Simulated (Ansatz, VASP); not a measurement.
# Cross-check of GaP between VASP and Ansatz, part 2 of 2

Wanted: the spread between two codes on one cell, functional and k mesh. The cell is taken from a series of VASP runs on this material, whose earlier steps may have relaxed, scaled or displaced it; both programs get it as it stands.

VASP 6.6.1 and Ansatz 0.2.0.

So far: Starting point; Ansatz: band structure, HSE06.

### 3. VASP: band structure, HSE06

Level of this step: HSE06; plane waves and PAW (Ga_d, P) (VASP).

The same cell, functional, mesh and smearing now go to VASP, with its own data sets and cutoff.

Lines of VASP's logs that name or quote its potential files are left out, and so is its time.

The run reads the wave functions of an earlier VASP run, which isn't shown here.

File INCAR:

```
SYSTEM = GaP
PREC = Accurate
ENCUT = 400
EDIFF = 1E-06
NELM = 100
ISMEAR = 0
SIGMA = 0.05
LREAL = .FALSE.
ALGO = Normal
LHFCALC = .TRUE.
AEXX = 0.25
GGA = PE
HFSCREEN = 0.2
LASPH = .TRUE.
NBANDS = 15
PRECFOCK = Fast
LORBIT = 11
LWAVE = .FALSE.
LCHARG = .FALSE.
KPAR = 2
```

File POSCAR:

```
GaP
1.0
    0.0000000000      2.7205627809      2.7205627809
    2.7205627809      0.0000000000      2.7205627809
    2.7205627809      2.7205627809      0.0000000000
Ga P
1 1
Direct
    0.0000000000      0.0000000000      0.0000000000
    0.2500000000      0.2500000000      0.2500000000
```

File KPOINTS:

```
Automatic mesh
0
Gamma
5 5 5
0 0 0
```

File KPOINTS_OPT:

```
Line mode
6
Line-mode
Reciprocal
  0.00000000   0.00000000   0.00000000 GAMMA
  0.50000000   0.00000000   0.50000000 X

  0.50000000   0.00000000   0.50000000 X
  0.50000000   0.25000000   0.75000000 W

  0.50000000   0.25000000   0.75000000 W
  0.37500000   0.37500000   0.75000000 K

  0.37500000   0.37500000   0.75000000 K
  0.00000000   0.00000000   0.00000000 GAMMA

  0.00000000   0.00000000   0.00000000 GAMMA
  0.50000000   0.50000000   0.50000000 L

  0.50000000   0.50000000   0.50000000 L
  0.62500000   0.25000000   0.62500000 U

  0.62500000   0.25000000   0.62500000 U
  0.50000000   0.25000000   0.75000000 W

  0.50000000   0.25000000   0.75000000 W
  0.50000000   0.50000000   0.50000000 L

  0.50000000   0.50000000   0.50000000 L
  0.37500000   0.37500000   0.75000000 K

  0.62500000   0.25000000   0.62500000 U
  0.50000000   0.00000000   0.50000000 X
```

Potentials, in the order of the species: Ga_d and P (PBE family, release 64).

Run with:

```bash
mpirun -np 2 vasp_std
```

Numbers of over 12 decimals in the logs are rounded to 6 here.

Log:

```text
[banner, memory and clock lines left out]
running    2 mpi-ranks, on    1 nodes
 distrk:  each k-point on    1 cores,    2 groups
 distr:  one band on    1 cores,    1 groups

 POSCAR found type information on POSCAR GaP
 POSCAR found :  2 types and       2 ions
 LDA part: xc-table for (Slater+PW92), standard interpolation
 found WAVECAR, reading the header
 POSCAR, INCAR and KPOINTS ok, starting setup
 FFT: planning ... GRIDC
 FFT: planning ... GRID_SOFT
 FFT: planning ... GRID
 reading WAVECAR
 the WAVECAR file was read successfully
 initial charge from wavefunction
 entering main loop
       N       E                     dE             d eps       ncg     rms          rms(c)
DAV:   1    -0.107877822467E+02   -0.10788E+02   -0.51928E-01   418   0.167E+01    0.133E+00
DAV:   2    -0.107822947838E+02    0.54875E-02   -0.52651E-02   435   0.383E+00    0.105E+00
DAV:   3    -0.107807913566E+02    0.15034E-02   -0.57509E-03   377   0.140E+00    0.607E-01
DAV:   4    -0.107805357692E+02    0.25559E-03   -0.94462E-04   401   0.333E-01    0.324E-01
DAV:   5    -0.107804539163E+02    0.81853E-04   -0.10507E-04   328   0.827E-02    0.183E-01
DAV:   6    -0.107804316349E+02    0.22281E-04   -0.20204E-05   370   0.380E-02    0.103E-01
DAV:   7    -0.107804230908E+02    0.85441E-05   -0.31735E-06   335   0.166E-02    0.571E-02
DAV:   8    -0.107804195435E+02    0.35473E-05   -0.84903E-07   234   0.799E-03    0.319E-02
DAV:   9    -0.107804181545E+02    0.13890E-05   -0.47970E-07   171   0.552E-03    0.165E-02
DAV:  10    -0.107804174358E+02    0.71872E-06   -0.17849E-07   150   0.339E-03
   1 F= -.10780417E+02 E0= -.10780417E+02  d E =-.201181E-19
 Start KPOINTS_OPT (optional k-point list driver)
k-point batch [1-10\60]
       N       E                     dE             ncg
DAV:   1    -0.326699042821E+03   -0.43247E+04      307
DAV:   2    -0.128724750800E+04   -0.96055E+03      314
DAV:   3    -0.136201554665E+04   -0.74768E+02      370
DAV:   4    -0.136372333113E+04   -0.17078E+01      405
DAV:   5    -0.136375111217E+04   -0.27781E-01      419
DAV:   6    -0.136375201629E+04   -0.90412E-03      491
DAV:   7    -0.136375202748E+04   -0.11189E-04      396
DAV:   8    -0.136375202777E+04   -0.28593E-06      333
[...]
k-point batch [51-60\60]
       N       E                     dE             ncg
DAV:   1    -0.400089124449E+03   -0.61332E+04      308
DAV:   2    -0.134715098407E+04   -0.94706E+03      349
DAV:   3    -0.141502401345E+04   -0.67873E+02      342
DAV:   4    -0.141657393686E+04   -0.15499E+01      430
DAV:   5    -0.141659473705E+04   -0.20800E-01      398
DAV:   6    -0.141659558122E+04   -0.84417E-03      454
DAV:   7    -0.141659559112E+04   -0.98963E-05      381
DAV:   8    -0.141659559121E+04   -0.93492E-07      318
```

From OUTCAR (step 3):

```text
ion  position               nearest neighbor table
   1  0.000  0.000  0.000-   2 2.36   2 2.36   2 2.36   2 2.36
   2  0.250  0.250  0.250-   1 2.36   1 2.36   1 2.36   1 2.36

  LATTYP: Found a face centered cubic cell.
 ALAT       =     5.4411255618

 Subroutine GETGRP returns: Found 24 space group operations
 (whereof 24 operations were pure point group operations)

The static configuration has the point symmetry T_d .

 Found     10 irreducible k-points:

   k-points           NKPTS =     10   k-points in BZ     NKDIM =    125   number of bands    NBANDS=     15

   dimension x,y,z NGX =    28 NGY =   28 NGZ =   28
   dimension x,y,z NGXF=    56 NGYF=   56 NGZF=   56

   ENCUT  =  400.0 eV  29.40 Ry    5.42 a.u.   6.27  6.27  6.27*2*pi/ulx,y,z

   NELECT =      18.0000    total number of electrons

 k-points in reciprocal lattice and weights: Automatic mesh
   0.00000000  0.00000000  0.00000000       0.008
   0.20000000  0.00000000  0.00000000       0.064
   0.40000000  0.00000000  0.00000000       0.064
   0.20000000  0.20000000  0.00000000       0.048
   0.40000000  0.20000000  0.00000000       0.192
  -0.40000000  0.20000000  0.00000000       0.192
  -0.20000000  0.20000000  0.00000000       0.096
   0.40000000  0.40000000  0.00000000       0.048
  -0.40000000  0.40000000  0.00000000       0.096
  -0.40000000  0.40000000  0.20000000       0.192

  exchange ACFDT corr.  =         0.00000000  see jH, gK, PRB 81, 115126

 average (electrostatic) potential at core
       1 -58.3009       2 -79.7845

 E-fermi :   4.5698

 k-point     1 :       0.0000    0.0000    0.0000
  band No.  band energies     occupation
    ...
      5     -12.7055      2.00000
      6      -9.5623      2.00000
      7       4.2614      2.00000
      8       4.2614      2.00000
      9       4.2614      2.00000
     10       7.1346      0.00000
     11       9.0540      0.00000
     12       9.0540      0.00000
     13       9.0540      0.00000
     14      14.1710      0.00000
    ...

 k-point     2 :       0.2000    0.0000    0.0000
  band No.  band energies     occupation
    ...
      5     -12.7054      2.00000
      6      -9.0143      2.00000
      7       1.0703      2.00000
      8       3.7365      2.00000
      9       3.7365      2.00000
     10       7.5340      0.00000
     11       9.8031      0.00000
     12       9.8031      0.00000
     13      10.8573      0.00000
     14      14.2166      0.00000
    ...

 k-point     3 :       0.4000    0.0000    0.0000
  band No.  band energies     occupation
    ...
      5     -12.7014      2.00000
      6      -7.6832      2.00000
      7      -2.3634      2.00000
      8       3.1271      2.00000
      9       3.1271      2.00000
     10       6.9032      0.00000
     11       9.9623      0.00000
     12       9.9623      0.00000
     13      13.4899      0.00000
     14      15.5453      0.00000
    ...

  energy-cutoff  :      400.00
  volume of cell :       40.27
      direct lattice vectors                 reciprocal lattice vectors
     0.000000000  2.720562781  2.720562781    -0.183785503  0.183785503  0.183785503
     2.720562781  0.000000000  2.720562781     0.183785503 -0.183785503  0.183785503
     2.720562781  2.720562781  0.000000000     0.183785503  0.183785503 -0.183785503

 POSITION                                       TOTAL-FORCE (eV/Angst)
 -----------------------------------------------------------------------------------
      0.00000      0.00000      0.00000        -0.000000     -0.000000     -0.000000
      1.36028      1.36028      1.36028         0.000000      0.000000      0.000000
 -----------------------------------------------------------------------------------
    total drift:                               -0.000015     -0.000020     -0.000011

  FREE ENERGIE OF THE ION-ELECTRON SYSTEM (eV)
  ---------------------------------------------------
  free  energy   TOTEN  =       -10.7804174358 eV

  energy  without entropy=      -10.7804174358  energy(sigma->0) =      -10.78041744

 total charge
# of ion       s       p       d       tot
------------------------------------------
    1        0.822   0.858  10.031  11.712
    2        1.010   1.557   0.000   2.567
--------------------------------------------------
tot          1.832   2.416  10.031  14.279

[... 3 further parts left out ...]
```

The k-mesh is coarse for exact exchange; levels may shift by about 0.1 eV on a finer one. Spin-orbit coupling is off here; it would split degenerate levels.

### 4. Comparison

Known differences besides the potentials themselves: exact exchange at q = 0 is treated differently, which shows on coarse meshes; VASP keeps PBE cores, Ansatz makes them for the functional; the cutoff is 420 eV in Ansatz and 400 eV in VASP; VASP takes a coarser grid for exact exchange (PRECFOCK = Fast). Total energies have different zeros and are not compared.

The two programs side by side:

```
                     quantity  Ansatz   VASP  difference
gap over the path points (eV)   2.295  2.297      -0.002
```

Levels at points of the path, from each program's valence-band top (eV; 3 filled, then empty):

```
k (reciprocal lattice)                             Ansatz                               VASP
     0.000 0.000 0.000      0.00 0.00 0.00 2.88 4.79 4.79      0.00 0.00 0.00 2.87 4.79 4.79
     0.400 0.000 0.400  -6.52 -2.76 -2.76 2.29 3.07 10.74  -6.52 -2.76 -2.76 2.30 3.08 10.76
     0.500 0.000 0.500  -7.36 -2.95 -2.95 2.30 2.58 12.11  -7.36 -2.95 -2.95 2.30 2.58 12.13
     0.500 0.200 0.700   -7.14 -3.84 -3.66 4.89 5.26 7.90   -7.13 -3.84 -3.66 4.90 5.26 7.91
     0.400 0.350 0.750   -7.12 -4.29 -2.59 3.12 5.79 9.02   -7.11 -4.29 -2.58 3.12 5.79 9.03
     0.150 0.150 0.300   -3.62 -1.91 -0.44 4.18 5.42 5.58   -3.62 -1.91 -0.44 4.18 5.43 5.59
     0.200 0.200 0.200   -3.19 -0.53 -0.53 3.27 5.54 5.54   -3.19 -0.53 -0.53 3.27 5.54 5.54
     0.550 0.400 0.550   -7.12 -2.69 -1.60 3.61 5.50 6.53   -7.12 -2.69 -1.59 3.61 5.51 6.54
     0.600 0.250 0.650   -7.12 -4.29 -2.59 3.12 5.79 9.02   -7.11 -4.29 -2.58 3.12 5.79 9.03
     0.500 0.250 0.750   -7.11 -3.93 -3.72 5.53 6.03 7.06   -7.11 -3.92 -3.72 5.54 6.03 7.07
```

Among the levels compared at these points, filled levels agree within 4 meV and empty ones within 22 meV.

### 5. What came out

- difference in gap over the path points (band structure, HSE06): -0.0020 eV

The difference in gap over the path points is -0.0020 eV (band structure, HSE06), within the 0.08 eV picked in this series as the mark of a large difference. How closely two codes agree says nothing of how well the functional describes the real material.

[Lines on the potential files, build, host, timing and source positions are cut from VASP's logs without a mark.]

[Logs are printed without paths, hosts, clocks, repeated set-up lines and the standing remarks that a program may print on its own settings, such as how far it seeks lower states.]

[Hosts, paths, dates, database ids (printed as entryN), source tags and the programs' standing remarks are cut or masked in the printed files.]
